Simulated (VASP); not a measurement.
# C in VASP: a series of runs

One slab, C, is run at these levels: PBE; tasks: single point.

Everything below comes from runs of VASP 6.6.1. Logs are shortened: lines on timing, memory, paths and dates and some standing lists are left out, and cuts for length are marked.

## (1) The slab as given

The cell holds a slab with vacuum, 8 atoms: a = 2.456 Å, b = 2.456 Å, c = 25.805 Å, α = 90.00°, β = 90.00°, γ = 120.00°.

The slab is cut from a database's or a generator's crystal, which needn't be the stable form of the element.

## (2) Single point, PBE

Input file INCAR:

```
  ALGO = Normal
  DIPOL = 0.5 0.5 0.500
  EDIFF = 1E-6
  ENCUT = 900
  GGA = PE
  IDIPOL = 3
  ISIF = 2
  ISMEAR = -1
  LASPH = T
  LCHARG = F
  LDIPOL = T
  LREAL = F
  LWAVE = F
  NELM = 100
  PREC = Accurate
  SIGMA = 0.05
```

Input file KPOINTS:

```
k-points
0
Gamma
  9 9 1
```

Input file POSCAR:

```
C
1.0
    2.4560959400      0.0000000000      0.0000000000
   -1.2280479700      2.1270618200      0.0000000000
    0.0000000000      0.0000000000     25.8049153298
C
8
Direct
    0.5833794600      0.1667589200      0.2906423022
    0.9166205400      0.8332410800      0.2906423022
    0.0833794600      0.1667589200      0.4313770236
    0.4166205400      0.8332410800      0.4313770236
    0.5833794600      0.1667589200      0.5686229764
    0.9166205400      0.8332410800      0.5686229764
    0.0833794600      0.1667589200      0.7093576978
    0.4166205400      0.8332410800      0.7093576978
```

Potentials or basis: VASP PAW PBE potentials, release 64 (C_GW).

Started as:

```console
$ cat potpaw_PBE.64/C_GW/POTCAR > POTCAR
$ mpirun -np 1 vasp_std > vasp.out
```

OUTCAR:

```text
EDIFF = 1E-6
   ENCUT = 900
   GGA = PE
   ISIF = 2
   ISMEAR = -1
   LASPH = T
   LREAL = F
   NELM = 100
   PREC = Accurate

 ion  position               nearest neighbor table
   1  0.583  0.167  0.291-   2 1.42   2 1.42   2 1.42
   2  0.917  0.833  0.291-   1 1.42   1 1.42   1 1.42
   3  0.083  0.167  0.431-   4 1.42   4 1.42   4 1.42
   4  0.417  0.833  0.431-   3 1.42   3 1.42   3 1.42
   5  0.583  0.167  0.569-   6 1.42   6 1.42   6 1.42
   6  0.917  0.833  0.569-   5 1.42   5 1.42   5 1.42
   7  0.083  0.167  0.709-   8 1.42   8 1.42   8 1.42
   8  0.417  0.833  0.709-   7 1.42   7 1.42   7 1.42

  LATTYP: Found a hexagonal cell.
 ALAT       =     2.4560959400
 C/A-ratio  =    10.5064769293

  Lattice vectors:

 A1 = (   2.4560959400,   0.0000000000,   0.0000000000)
 A2 = (  -1.2280479700,   2.1270618200,   0.0000000000)
 A3 = (   0.0000000000,   0.0000000000,  25.8049153298)

Analysis of symmetry for initial positions (statically):
=====================================================================
 Subroutine PRICEL returns:
 Original cell was already a primitive cell.

 Routine SETGRP: Setting up the symmetry group for a
 hexagonal supercell.

 Subroutine GETGRP returns: Found  8 space group operations
 (whereof  4 operations were pure point group operations)
 out of a pool of 24 trial point group operations.

The static configuration has the point symmetry C_2h.
 The point group associated with its full space group is D_2h.

Analysis of symmetry for dynamics (positions and initial velocities):
=====================================================================
 Subroutine PRICEL returns:
 Original cell was already a primitive cell.

 Routine SETGRP: Setting up the symmetry group for a
 hexagonal supercell.

 Subroutine GETGRP returns: Found  8 space group operations
 (whereof  4 operations were pure point group operations)
 out of a pool of 24 trial point group operations.

The dynamic configuration has the point symmetry C_2h.
 The point group associated with its full space group is D_2h.

 Subroutine INISYM returns: Found  8 space group operations
 (whereof  4 operations are pure point group operations),
 and found     1 'primitive' translations

----------------------------------------------------------------------------------------

                                     Primitive cell

  volume of cell :     134.8118

  direct lattice vectors                    reciprocal lattice vectors
     2.456095940  0.000000000  0.000000000     0.407150219  0.235066041  0.000000000
    -1.228047970  2.127061820  0.000000000     0.000000000  0.470132081  0.000000000
     0.000000000  0.000000000 25.804915330     0.000000000  0.000000000  0.038752307

  length of vectors
     2.456095940  2.456113557 25.804915330     0.470135453  0.470132081  0.038752307

  position of ions in fractional coordinates (direct lattice)
     0.583379460  0.166758920  0.290642302
     0.916620540  0.833241080  0.290642302
     0.083379460  0.166758920  0.431377024
     0.416620540  0.833241080  0.431377024
     0.583379460  0.166758920  0.568622976
     0.916620540  0.833241080  0.568622976
     0.083379460  0.166758920  0.709357698
     0.416620540  0.833241080  0.709357698

  ion indices of the primitive-cell ions
   primitive index   ion index
                 1           1
                 2           2
                 3           3
                 4           4
                 5           5
                 6           6
                 7           7
                 8           8

----------------------------------------------------------------------------------------

 KPOINTS: k-points

Automatic generation of k-mesh.
 Grid dimensions read from file:
 generate k-points for:    9    9    1

 Generating k-lattice:

  Cartesian coordinates                     Fractional coordinates (reciprocal lattice)
     0.045238913  0.026118449  0.000000000     0.111111111 -0.000000000  0.000000000
     0.000000000  0.052236898  0.000000000     0.000000000  0.111111111  0.000000000
     0.000000000  0.000000000  0.038752307     0.000000000  0.000000000  1.000000000

  Length of vectors
     0.052237273  0.052236898  0.038752307

  Shift w.r.t. Gamma in fractional coordinates (k-lattice)
     0.000000000  0.000000000  0.000000000

 Subroutine IBZKPT returns following result:
 ===========================================

 Found     25 irreducible k-points:

 Following reciprocal coordinates:
            Coordinates               Weight
  0.000000  0.000000  0.000000      1.000000
  0.111111  0.000000  0.000000      4.000000
  0.000000  0.111111  0.000000      2.000000
  0.222222  0.000000  0.000000      4.000000
  0.000000  0.222222  0.000000      2.000000
  0.333333  0.000000  0.000000      4.000000
[... 16 lines left out ...]
 -0.222222 -0.444444  0.000000      4.000000
  0.444444  0.333333  0.000000      4.000000
   k-points           NKPTS =     25   k-points in BZ     NKDIM =     25   number of bands    NBANDS=     21
   number of dos      NEDOS =    301   number of ions     NIONS =      8
   total plane-waves  NPLWV = 145152
   dimension x,y,z NGX =    24 NGY =   24 NGZ =  252
   dimension x,y,z NGXF=    48 NGYF=   48 NGZF=  504
   ions per type =               8
   NGX,Y,Z   is equivalent  to a cutoff of  16.24, 16.24, 16.23 a.u.
   NGXF,Y,Z  is equivalent  to a cutoff of  32.49, 32.49, 32.47 a.u.
 SYSTEM =  unknown system
   PREC   = accura    normal or accurate (medium, high low for compatibility)
   ISTART =      0    job   : 0-new  1-cont  2-samecut
   ICHARG =      2    charge: 1-file 2-atom 10-const
   ISPIN  =      1    spin polarized calculation?
   LNONCOLLINEAR =      F non collinear calculations
   LSORBIT =      F    spin-orbit coupling
   LASPH  =      T    aspherical Exc in radial PAW
   ENCUT  =  900.0 eV  66.15 Ry    8.13 a.u.   6.01  6.01 63.12*2*pi/ulx,y,z
   NELM   =    100;   NELMIN=  2; NELMDL= -5     # of ELM steps
   EDIFF  = 0.1E-05   stopping-criterion for ELM
   LREAL  =      F    real-space projection
   EDIFFG = 0.1E-04   stopping-criterion for IOM
   NSW    =      0    number of steps for IOM
   IBRION =     -1    ionic relax: 0-MD 1-quasi-New 2-CG
   NFREE  =      0    steps in history (QN), initial steepest desc. (CG)
   ISIF   =      2    stress and relaxation
   ISYM   =      2    0-nonsym 1-usesym 2-fastsym
   POTIM  = 0.5000    time-step for ionic-motion
   TEBEG  =    0.0;   TEEND  =   0.0 temperature during run
   PSTRESS=    0.0 pullay stress
   NELECT =      32.0000    total number of electrons
   NUPDOWN=      -1.0000    fix difference up-down
   EMIN   =  10.00;   EMAX   =-10.00  energy-range for DOS
   EFERMI =   0.00;   METHOD = LEGACY
   ISMEAR =    -1;   SIGMA  =   0.05  broadening in eV -4-tet -1-fermi 0-gaus
   EFERMI_NEDOS =   21; number of points for ismear=-14 and -15
   IALGO  =     38    algorithm
   IMIX   =      4    mixing-type and parameters
     AMIX     =   0.40;   BMIX     =  1.00
     AMIX_MAG =   1.60;   BMIX_MAG =  1.00
  volume/ion in A,a.u.               =      16.85       113.72
  Fermi-wavevector in a.u.,A,eV,Ry     =   1.013636  1.915495 13.979425  1.027459
  Thomas-Fermi vector in A             =   2.146817
   LORBIT       =      0    0 simple, 1 ext, 2 COOP (PROOUT), +10 PAW based schemes
   GGA     = PE    functional components
   LHFCALC =     F    Hartree Fock is set to
   AEXX    =    0.0000 exact exchange contribution
   IVDW    =     0    specifies the selected vdW correction
   LEPSILON=     F    determine dielectric tensor
   LRPA    =     F    only Hartree local field effects (RPA)
 non-spin polarized calculation
  energy-cutoff  :      900.00
  volume of cell :      134.81
 maximum number of plane-waves:      8364
   NGX = 13   NGY = 13   NGZ =127

 dipolmoment           0.000000      0.000000     -0.000000 electrons x Angstroem

 number of electron      32.0000000 magnetization

 dipolmoment           0.000000      0.000000      0.000000 electrons x Angstroem

 Free energy of the ion-electron system (eV)
  ---------------------------------------------------
  ext. energy  EPLUGINS =         0.00000000
  ---------------------------------------------------
  free energy    TOTEN  =       -73.83809520 eV

  energy without entropy =      -73.83208333  energy(sigma->0) =      -73.83508926

 E-fermi :   0.4560     XC(G=0):  -5.7855

 val. band max:        0.4168815903   @ k =   0.3333   0.3333   0.0000
 cond. band min:       0.4952061728   @ k =   0.3333   0.3333   0.0000
 fundamental gap:      0.0783245826
 Fermi energy:         0.4560229201

 k-point     1 :       0.0000    0.0000    0.0000
  band No.  band energies     occupation
      1     -19.2175      2.00000
      2     -19.1741      2.00000
      3     -19.1302      2.00000
      4     -19.0768      2.00000
      5      -7.7621      2.00000
      6      -7.4239      2.00000
[... 13 lines left out ...]
     20       5.4700      0.00000
     21       5.9117      0.00000

 k-point     2 :       0.1111    0.0000    0.0000
  band No.  band energies     occupation
      1     -18.9230      2.00000
      2     -18.8805      2.00000
      3     -18.8374      2.00000
      4     -18.7850      2.00000
      5      -7.4049      2.00000
      6      -7.0707      2.00000
[... 13 lines left out ...]
     20       5.8605      0.00000
     21       6.2884      0.00000

 k-point     3 :       0.0000    0.1111    0.0000
  band No.  band energies     occupation
      1     -18.9230      2.00000
      2     -18.8806      2.00000
      3     -18.8375      2.00000
      4     -18.7850      2.00000
      5      -7.4053      2.00000
      6      -7.0708      2.00000
[... 13 lines left out ...]
     20       5.8607      0.00000
     21       6.2888      0.00000

 k-point     4 :       0.2222    0.0000    0.0000
  band No.  band energies     occupation
      1     -18.0452      2.00000
      2     -18.0055      2.00000
      3     -17.9649      2.00000
      4     -17.9152      2.00000
      5      -6.3492      2.00000
      6      -6.2744      2.00000
[... 13 lines left out ...]
     20       7.0254      0.00000
     21       7.3866      0.00000

 k-point     5 :       0.0000    0.2222    0.0000
  band No.  band energies     occupation
      1     -18.0454      2.00000
      2     -18.0056      2.00000
      3     -17.9650      2.00000
      4     -17.9152      2.00000
      5      -6.3521      2.00000
      6      -6.2785      2.00000
[... 13 lines left out ...]
     20       7.0289      0.00000
     21       7.3926      0.00000
[... 382 lines left out ...]
     20       4.7496      0.00000
     21       8.5223      0.00000

 k-point    22 :       0.3333    0.2222    0.0000
  band No.  band energies     occupation
      1     -13.8878      2.00000
      2     -13.8622      2.00000
      3     -13.8347      2.00000
      4     -13.7992      2.00000
      5     -11.3970      2.00000
      6     -11.3827      2.00000
[... 13 lines left out ...]
     20       2.2804      0.00000
     21      11.0442      0.00000

 k-point    23 :      -0.2222   -0.4444    0.0000
  band No.  band energies     occupation
      1     -13.8906      2.00000
      2     -13.8629      2.00000
      3     -13.8333      2.00000
      4     -13.7953      2.00000
      5     -11.4015      2.00000
      6     -11.3861      2.00000
[... 13 lines left out ...]
     20       2.3137      0.00000
     21      11.0547      0.00000

 k-point    24 :       0.4444    0.3333    0.0000
  band No.  band energies     occupation
      1     -13.8867      2.00000
      2     -13.8619      2.00000
      3     -13.8350      2.00000
      4     -13.8003      2.00000
      5     -11.4039      2.00000
      6     -11.3841      2.00000
[... 13 lines left out ...]
     20       2.5028      0.00000
     21      10.9866      0.00000

 [... further k-points ...]

------------------------ aborting loop because EDIFF is reached ----------------------------------------

 vacuum level on the upper side and lower side of the slab       (xc-potential included)        -0.162        -0.162

  FORCE on cell =-STRESS in cart. coord.  units (eV):
  Direction    XX          YY          ZZ          XY          YZ          ZX
  --------------------------------------------------------------------------------------
  -------------------------------------------------------------------------------------
  Total        2.2818896      2.1839961      0.4353477      0.0000000      0.0000000      0.0000000
  in kB       27.1192292     25.9558091      5.1739114      0.0000000      0.0000000      0.0000000
  external PRESSURE =      19.4163166 kB  Pullay stress =       0.0000000 kB

 VOLUME and BASIS-vectors are now :
 -----------------------------------------------------------------------------
  energy-cutoff  :      900.00
  volume of cell :      134.81
      direct lattice vectors                 reciprocal lattice vectors
     2.456095940  0.000000000  0.000000000     0.407150219  0.235066041  0.000000000
    -1.228047970  2.127061820  0.000000000     0.000000000  0.470132081  0.000000000
     0.000000000  0.000000000 25.804915330     0.000000000  0.000000000  0.038752307

 POSITION                                       TOTAL-FORCE (eV/Angst)
 -----------------------------------------------------------------------------------
      1.22805      0.35471      7.50000        -0.000000     -0.020416     -0.017145
      1.22805      1.77236      7.50000         0.000000      0.020416     -0.017145
      0.00000      0.35471     11.13165        -0.000000     -0.023541     -0.010988
     -0.00000      1.77236     11.13165         0.000000      0.023541     -0.010988
      1.22805      0.35471     14.67327        -0.000000     -0.023541      0.010988
      1.22805      1.77236     14.67327         0.000000      0.023541      0.010988
      0.00000      0.35471     18.30492        -0.000000     -0.020416      0.017145
     -0.00000      1.77236     18.30492         0.000000      0.020416      0.017145
 -----------------------------------------------------------------------------------
    total drift:                                0.000000     -0.000000      0.000000

  FREE ENERGIE OF THE ION-ELECTRON SYSTEM (eV)
  ---------------------------------------------------
  free  energy   TOTEN  =       -73.8380951957 eV

  energy  without entropy=      -73.8320833315  energy(sigma->0) =      -73.83508926

 vacuum level on the upper side and lower side of the slab         4.585         4.585
```

Run time: 91 s. Hardware: 1 thread of Intel Xeon 6975P-C (Granite Rapids), shared host; peak memory 0.41 GiB.

What came out:

```yaml
Free_energy: -73.8381 eV
Largest_force: 0.027 eV/Å
Band_gap_on_the_k_mesh: 0.08 eV, direct
```

Forces on the atoms (eV/Å):
```
C    0.000 -0.020 -0.017
C    0.000  0.020 -0.017
C    0.000 -0.024 -0.011
C    0.000  0.024 -0.011
C    0.000 -0.024  0.011
C    0.000  0.024  0.011
C    0.000 -0.020  0.017
C    0.000  0.020  0.017
```

## (3) Single point, PBE

INCAR is that of step 2.

KPOINTS is that of step 2.

POSCAR is that of step 2.

Potentials or basis: VASP PAW PBE potentials, release 64 (C_h).

Started as:

```console
$ cat potpaw_PBE.64/C_h/POTCAR > POTCAR
$ mpirun -np 1 vasp_std > vasp.out
```

OUTCAR:

```text
EDIFF = 1E-6
   ENCUT = 900
   GGA = PE
   ISIF = 2
   ISMEAR = -1
   LASPH = T
   LREAL = F
   NELM = 100
   PREC = Accurate

 ion  position               nearest neighbor table
   1  0.583  0.167  0.291-   2 1.42   2 1.42   2 1.42
   2  0.917  0.833  0.291-   1 1.42   1 1.42   1 1.42
   3  0.083  0.167  0.431-   4 1.42   4 1.42   4 1.42
   4  0.417  0.833  0.431-   3 1.42   3 1.42   3 1.42
   5  0.583  0.167  0.569-   6 1.42   6 1.42   6 1.42
   6  0.917  0.833  0.569-   5 1.42   5 1.42   5 1.42
   7  0.083  0.167  0.709-   8 1.42   8 1.42   8 1.42
   8  0.417  0.833  0.709-   7 1.42   7 1.42   7 1.42

  LATTYP: Found a hexagonal cell.
 ALAT       =     2.4560959400
 C/A-ratio  =    10.5064769293

  Lattice vectors:

 A1 = (   2.4560959400,   0.0000000000,   0.0000000000)
 A2 = (  -1.2280479700,   2.1270618200,   0.0000000000)
 A3 = (   0.0000000000,   0.0000000000,  25.8049153298)

Analysis of symmetry for initial positions (statically):
=====================================================================
 Subroutine PRICEL returns:
 Original cell was already a primitive cell.
[... 200 lines left out ...]
      5      -7.3608      2.00000
      6      -7.0224      2.00000
[... 565 lines left out ...]
     20       2.9076      0.00000
     21      11.3810      0.00000

 [... further k-points ...]

------------------------ aborting loop because EDIFF is reached ----------------------------------------

 vacuum level on the upper side and lower side of the slab       (xc-potential included)        -0.179        -0.179

  FORCE on cell =-STRESS in cart. coord.  units (eV):
  Direction    XX          YY          ZZ          XY          YZ          ZX
  --------------------------------------------------------------------------------------
  -------------------------------------------------------------------------------------
  Total        2.2117183      2.1134665      0.2965128      0.0000000      0.0000000      0.0000000
  in kB       26.2852750     25.1175966      3.5239203      0.0000000      0.0000000      0.0000000
  external PRESSURE =      18.3089306 kB  Pullay stress =       0.0000000 kB

 VOLUME and BASIS-vectors are now :
 -----------------------------------------------------------------------------
  energy-cutoff  :      900.00
  volume of cell :      134.81
      direct lattice vectors                 reciprocal lattice vectors
     2.456095940  0.000000000  0.000000000     0.407150219  0.235066041  0.000000000
    -1.228047970  2.127061820  0.000000000     0.000000000  0.470132081  0.000000000
     0.000000000  0.000000000 25.804915330     0.000000000  0.000000000  0.038752307

 POSITION                                       TOTAL-FORCE (eV/Angst)
 -----------------------------------------------------------------------------------
      1.22805      0.35471      7.50000        -0.000000     -0.020424     -0.017124
      1.22805      1.77236      7.50000         0.000000      0.020424     -0.017124
      0.00000      0.35471     11.13165         0.000000     -0.023497     -0.011041
     -0.00000      1.77236     11.13165        -0.000000      0.023497     -0.011041
      1.22805      0.35471     14.67327         0.000000     -0.023497      0.011041
      1.22805      1.77236     14.67327        -0.000000      0.023497      0.011041
      0.00000      0.35471     18.30492        -0.000000     -0.020424      0.017124
     -0.00000      1.77236     18.30492         0.000000      0.020424      0.017124
 -----------------------------------------------------------------------------------
    total drift:                               -0.000000     -0.000000      0.000000

  FREE ENERGIE OF THE ION-ELECTRON SYSTEM (eV)
  ---------------------------------------------------
  free  energy   TOTEN  =       -73.8657004912 eV

  energy  without entropy=      -73.8596948394  energy(sigma->0) =      -73.86269767

 vacuum level on the upper side and lower side of the slab         4.980         4.980
```

OSZICAR:

```text
N       E                     dE             d eps       ncg     rms          rms(c)
DAV:   1     0.301742597173E+03    0.30174E+03   -0.19352E+04  1050   0.200E+03
DAV:   2    -0.338989083908E+02   -0.33564E+03   -0.31839E+03  1573   0.334E+02
DAV:   3    -0.772729811771E+02   -0.43374E+02   -0.42960E+02  1262   0.139E+02
[... 12 lines left out ...]
DAV:  16    -0.738656045059E+02   -0.85368E-04   -0.56245E-06  1101   0.115E-02    0.203E-03
DAV:  17    -0.738656802789E+02   -0.75773E-04   -0.48657E-06  1036   0.863E-03    0.887E-04
DAV:  18    -0.738656955625E+02   -0.15284E-04   -0.51693E-07   896   0.380E-03    0.342E-04
DAV:  19    -0.738656998140E+02   -0.42516E-05   -0.17665E-07   805   0.185E-03    0.141E-04
DAV:  20    -0.738657004912E+02   -0.67723E-06   -0.35611E-08   830   0.914E-04
   1 F= -.73865700E+02 E0= -.73862698E+02  d E =-.600565E-02
```

It took 96 s on 1 thread of Intel Xeon 6975P-C (Granite Rapids), shared host; peak memory 0.42 GiB.

Results:

```
Free energy            : -73.8657 eV
Largest force          : 0.027 eV/Å
Band gap on the k mesh : 0.08 eV, direct
```

Forces on the atoms (eV/Å):
```
C    0.000 -0.020 -0.017
C    0.000  0.020 -0.017
C    0.000 -0.023 -0.011
C    0.000  0.023 -0.011
C    0.000 -0.023  0.011
C    0.000  0.023  0.011
C    0.000 -0.020  0.017
C    0.000  0.020  0.017
```

Caveat: the cutoff is under 1.25 times the usual one of these potentials, so pressure, stress and relaxed cells hold a basis-set (Pulay) error.

(Part 1 of 2 ends here.)
